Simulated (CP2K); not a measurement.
# Pb under changes of volume

One of the cells (30.323 Å³/atom); the others are scaled copies at fixed shape and fractional positions:

```
Pb
1.0
     3.50021    0.00000    0.00000
     1.75010    3.03127    0.00000
     1.75010    1.01042    2.85791
Pb
1
Direct
  0.00000 0.00000 0.00000
```

- Program: CP2K 2026.2
- Functional: LDA
- Potentials or basis: GTH_POTENTIALS Pb GTH-PADE-q4; TZVP-MOLOPT-PBE-GTH basis
- Density cutoff: 6123 eV
- k mesh: 9 × 9 × 9
- Occupations: fermi-dirac, width 0.05 eV
- Spin: no spin polarisation

| volume (Å³/atom) | energy over the lowest point (meV/atom) | pressure (GPa) |
| --- | --- | --- |
| 28.503 | 0.00 | -0.4 |
| 29.110 | 3.25 | -1.4 |
| 29.716 | 10.23 | -2.3 |
| 30.323 | 20.59 | -3.2 |
| 30.929 | 33.93 | -3.9 |
| 31.535 | 49.85 | -4.5 |
| 32.142 | ? | ? |

Problem. What does the run at 32.142 Å³/atom give?

Solution. Energy over the lowest point 67.93 meV/atom; pressure -5.0 GPa.

Worked out: A Birch-Murnaghan fit of order 3 (a polynomial in V^(-2/3)) to the other rows has its minimum at 28.34 Å³/atom, just outside them, with B0 = V·E''(V) = 54 GPa and B' = 4.6. It gives 68.16 meV/atom at 32.142 Å³/atom, against the run's 67.93, and -dE/dV = -5.1 GPa, against -5.0.

Energies are extrapolated to zero smearing.

Caveats: the basis of atomic orbitals isn't converged, which shifts pressures, moduli and gaps.
